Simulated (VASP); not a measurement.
A run of VASP 6.6.1 is set up as follows.

File INCAR:

```
SYSTEM = Al
PREC = Accurate
ENCUT = 520
EDIFF = 1E-6
ISMEAR = 0
SIGMA = 0.1
LREAL = .False.
LASPH = .True.
NELM = 60
ALGO = Fast
ISIF = 2
LWAVE = .False.
LCHARG = .False.
LDIPOL = .True.
IDIPOL = 3
DIPOL = 0.5 0.5 0.500
GGA = PE
NBANDS = 26
```

The input KPOINTS:

```
Automatic mesh
0
Gamma
  12 9 1
  0 0 0
```

The input POSCAR:

```
Al
1.0
    2.8577415166      0.0000000000      0.0000000000
    0.0000000000      4.0414568106      0.0000000000
    0.0000000000      0.0000000000     27.8598368249
Al
10
Direct
    0.5000000000      0.5000000000      0.2703439695
    0.0000000000      0.0000000000      0.3179564471
    0.5000000000      0.5000000000      0.3715557398
    0.0000000000      0.0000000000      0.4213986877
    0.5000000000      0.5000000000      0.4737893368
    0.0000000000      0.0000000000      0.5262106750
    0.5000000000      0.5000000000      0.5786013017
    0.0000000000      0.0000000000      0.6284442437
    0.5000000000      0.5000000000      0.6820435630
    0.0000000000      0.0000000000      0.7296560358
```

Potentials or basis: VASP PAW PBE potentials, release 64 (Al).

Launch:

```bash
$ cat potpaw_PBE.64/Al/POTCAR > POTCAR
$ mpirun -np 1 vasp_std > vasp.out
```

Predict the band gap on the k mesh.

none (metal or under the smearing width).

What does it give for the largest force?

0.008 eV/Å.

Forces on the atoms (eV/Å):
```
Al   0.000  0.000  0.005
Al   0.000  0.000  0.003
Al   0.000  0.000 -0.003
Al   0.000  0.000 -0.006
Al   0.000  0.000  0.008
Al   0.000  0.000 -0.008
Al   0.000  0.000  0.006
Al   0.000  0.000  0.003
Al   0.000  0.000 -0.003
Al   0.000  0.000 -0.005
```
